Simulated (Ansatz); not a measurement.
## Moving the functional in LiCl

```yaml
crystal:
  lattice:
    - [0.00000, 2.56477, 2.56477]
    - [2.56477, 0.00000, 2.56477]
    - [2.56477, 2.56477, 0.00000]
  atoms:
    - { symbol: Cl, position: [0.50000, 0.50000, 0.50000] }
    - { symbol: Li, position: [0.00000, 0.00000, 0.00000] }
```

Kept alike: task projected density of states; k mesh 5 × 5 × 5; occupations fermi-dirac, width 0.05 eV; no spin polarisation. Program: Ansatz, Ansatz PAW. Cutoffs run from 420 to 500 eV. The mesh is that of the run's cell of 2 atoms. No spin-orbit coupling.

| functional | pressure (GPa) |
| --- | --- |
| BLYP | 1.95 |
| HSE06 | -0.26 |
| LDA | -3.22 |
| PBE | 0.42 |
| PBE0 | -0.36 |
| PBEsol | -1.22 |
| RPBE | 2.42 |
| r2SCAN | -0.32 |
| r2SCAN0 | -0.73 |
| revPBE | 2.15 |

Pressure is positive in compression, with a Pulay correction for the finite cutoff. All rows use potentials made for PBE.

Question: What does the functional change here?

Answer: The pressure runs from -3.22 (LDA) to 2.42 GPa (RPBE). From PBE: BLYP +1.53; HSE06 -0.68; LDA -3.64; PBE0 -0.78; PBEsol -1.64; RPBE +2.00; r2SCAN -0.74; r2SCAN0 -1.15; revPBE +1.73. A positive pressure means that the functional's own cell is larger than the one given, a negative one that it is smaller.
